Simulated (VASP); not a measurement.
Runs of VASP 6.6.1 on KMgF3. The structure is cubic, space group Pm-3m (No. 221). Conventional cell: a = 3.986 Å, b = 3.986 Å, c = 3.986 Å, α = 90.00°, β = 90.00°, γ = 90.00°. K (site symmetry m-3m) has 12 F at 2.82 Å as nearest neighbours. Around Mg (site symmetry m-3m) lie 6 F at 1.99 Å. F (site symmetry 4/mmm) is surrounded by 2 Mg at 1.99 Å. 

```csv
task,level,potentials or basis,cutoff (eV),smearing,ladder,grid for exact exchange (PRECFOCK),exchange at q = 0,share of exact exchange,screening parameter,gap on the mesh (eV),pressure (GPa)
band structure,r2SCAN-EpsX,"VASP PAW PBE potentials, release 64 (K_sv, Mg, F)",520,gaussian 0.02 eV,gaps,Fast,truncated,0.483,-,13.41,(b)
band structure,PBE0,"VASP PAW PBE potentials, release 64 (K_sv, Mg, F)",520,gaussian 0.02 eV,gaps,Fast,truncated,-,-,10.30,0.8
band structure,HSE06,"VASP PAW PBE potentials, release 64 (K_sv, Mg, F)",520,gaussian 0.02 eV,gaps,Fast,-,-,0.2 1/A,(a),1.0
band structure,HSE03,"VASP PAW PBE potentials, release 64 (K_sv, Mg, F)",520,gaussian 0.02 eV,gaps,Fast,-,-,-,9.25,1.0
```

Alike in all rows: no spin polarisation; cell as given; k mesh 4 × 4 × 4.

Estimate the missing entries.

(a) 9.56; (b) -3.1.

Caveats: the PAW data sets were made with another functional, which shifts forces and pressure a little.

